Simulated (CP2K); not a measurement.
Runs of CP2K 2026.2 on WC (Qusongite). It takes space group P-6m2 (No. 187, hexagonal). Conventional cell: a = 2.907 Å, b = 2.907 Å, c = 2.837 Å, α = 90.00°, β = 90.00°, γ = 120.00°. Around W (site symmetry -6m2) lie 6 C at 2.20 Å. Around C (site symmetry -6m2) lie 6 W at 2.20 Å. 

| task | level | potentials or basis | ADDED_MOS | points a segment of the path (NPOINTS) | bands added on the path | CUTOFF of the grids | hirshfeld SHAPE_FUNCTION | gap on the mesh (eV) | pressure (GPa) |
| --- | --- | --- | --- | --- | --- | --- | --- | --- | --- |
| band structure | PBE | POTENTIAL_UZH W GTH-PBE-q14, C GTH-PBE-q4; TZVP-MOLOPT-PBE-GTH basis | [13] | 6 | 6 | 675 Ry | - | none | 2.7 |
| band structure | BLYP | POTENTIAL_UZH W GTH-PBE-q14, C GTH-PBE-q4; TZVP-MOLOPT-PBE-GTH basis | [13] | 6 | 6 | 675 Ry | - | none | 15.9 |
| atomic charges | PBE | GTH_POTENTIALS W GTH-PBE-q14, C GTH-PBE-q4; TZVP-MOLOPT-SR-GTH, TZVP-MOLOPT-GTH basis | [13] | - | - | 450 Ry | DENSITY | none | (b) |
| band structure | LDA | POTENTIAL_UZH W GTH-PBE-q14, C GTH-PBE-q4; TZVP-MOLOPT-PBE-GTH basis | [13] | 6 | 6 | 675 Ry | - | none | (a) |
| atomic charges | PBE | GTH_POTENTIALS W GTH-PBE-q14, C GTH-PBE-q4; SZV-MOLOPT-SR-GTH basis | [5] | - | - | 450 Ry | DENSITY | none | -5.8 |

Alike in all rows: no spin polarisation; cell as given; k mesh 10 × 10 × 9; smearing fermi-dirac 0.05 eV.

**Question.** Estimate the missing entries.

**Answer.** (a) -6.5; (b) 2.0.

Caveats: the basis of atomic orbitals isn't converged, which shifts pressures, moduli and gaps; spin-orbit coupling is left out, which moves the levels of the heavy elements (some runs); the potentials were made for another functional, which shifts forces and pressure (some runs); a minimal basis gives rough bond lengths, pressures and levels (some runs).

A k mesh can miss the band edges, and the runs leave out spin-orbit coupling on W.

A gap of «none» marks a metal or a gap under the smearing width.
